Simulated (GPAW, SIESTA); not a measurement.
This is a calculation of Sb for GPAW 26.7.0 (ASE script). This isn't the form of Sb at room conditions, which is rhombohedral.

File run.py:

```python
from ase import Atoms
from ase.dft.bandgap import bandgap
from ase.io import write
from ase.units import Bohr, GPa
from gpaw import GPAW, PW, setup_paths
from gpaw.elf import elf_from_dft_calculation

setup_paths.insert(0, '.')

atoms = Atoms(['Sb', 'Sb'],
              cell=[[3.122402, 0.0, 0.0],
                    [0.0, 4.347518, 0.0],
                    [-0.038915, 0.0, 4.405852]],
              scaled_positions=[[0.011389, 0.25, 0.241166],
                                [0.988611, 0.75, 0.758834]],
              pbc=True)

calc = GPAW(mode=PW(600),
            xc='PBEsol',
            kpts={'size': (9, 6, 6), 'gamma': True},
            occupations={'name': 'fermi-dirac', 'width': 0.05},
            nbands=25,
            convergence={'density': 1e-05, 'energy': 1e-05},
            maxiter=150,
            txt='gpaw.txt')
atoms.calc = calc
energy = atoms.get_potential_energy()
forces = atoms.get_forces()
stress = atoms.get_stress()
calc.write('gs.gpw')
write('result.traj', atoms)
print(f'Energy: {energy:.6f} eV')
print('Forces (eV/A):')
print(forces.round(4))
print('Stress (GPa):', (stress / GPa).round(3))
print('Fermi level:', round(calc.get_fermi_level(), 4), 'eV')
print(f'Gap: {bandgap(calc)[0]:.4f} eV, direct: {bandgap(calc, direct=True)[0]:.4f} eV')

# fields on the real-space grid
write('density.cube', atoms, data=calc.get_pseudo_density() * Bohr**3)
write('potential.cube', atoms, data=calc.get_electrostatic_potential())
write('elf.cube', atoms, data=elf_from_dft_calculation(calc).data)
```

Potentials or basis: PAW data sets generated in the run's folder for this functional, pw.

Run with:

```sh
$ gpaw-setup -f PBEsol Sb
$ OMP_NUM_THREADS=1 python run.py
```

Translate it to SIESTA 5.4.2. Potentials or basis there: files PseudoDojo sr-pbesol-0.4.1-standard, DZP (energy shift 0.003 Ry; two zetas on semicore shells).

As run (cutoffs and basis follow the program's own potentials, and thresholds, step limits or extra output files can differ):

The input Sb.fdf:

```
SystemName                      Sb
SystemLabel                     Sb
NumberOfSpecies                 1
NumberOfAtoms                   2
%block ChemicalSpeciesLabel
  1  51 Sb
%endblock ChemicalSpeciesLabel

LatticeConstant                 1.0 Ang
%block LatticeVectors
     3.1224020000     0.0000000000     0.0000000000
     0.0000000000     4.3475180000     0.0000000000
    -0.0389150000     0.0000000000     4.4058520000
%endblock LatticeVectors
AtomicCoordinatesFormat         Fractional
%block AtomicCoordinatesAndAtomicSpecies
     0.0113890000     0.2500000000     0.2411660000  1  Sb
     0.9886110000     0.7500000000     0.7588340000  1  Sb
%endblock AtomicCoordinatesAndAtomicSpecies

%block kgrid.MonkhorstPack
    9   0   0  0.0
    0   6   0  0.0
    0   0   6  0.0
%endblock kgrid.MonkhorstPack
XC.Functional                   GGA
XC.Authors                      PBEsol
PAO.BasisSize                   DZP
PAO.EnergyShift                 0.003 Ry
Mesh.Cutoff                     500 Ry
OccupationFunction              FD
ElectronicTemperature           0.05 eV
MaxSCFIterations                120
SCF.MustConverge                false
SCF.Mixer.Method                Pulay
SCF.Mixer.Weight                0.25
SCF.Mixer.History               8
SCF.DM.Tolerance                5.0e-05
SCF.H.Tolerance                 1.0e-03 eV
WriteForces                     true
Charge.Mulliken                 end
Charge.Hirshfeld                end
Charge.Voronoi                  end
SaveRho                         true
SaveElectrostaticPotential      true
%block PAO.Basis
  Sb 4
  n=5 0 2
    5.972 0.000
  n=5 1 2
    7.842 0.000
  n=4 2 2
    3.490 0.000
  n=5 2 1
    7.842
%endblock PAO.Basis
```

Potentials or basis: PseudoDojo 0.4 standard (PBEsol files), converted to PSML, two zetas on semicore shells, DZP (energy shift 0.003 Ry; two zetas on semicore shells).

The run is started by

```console
$ siesta < Sb.fdf > Sb.out 2>&1
```

Both were run:

|  | GPAW | SIESTA |
| --- | --- | --- |
| Pressure | -2.5 GPa | -1.2 GPa |

Pressure is positive in compression.
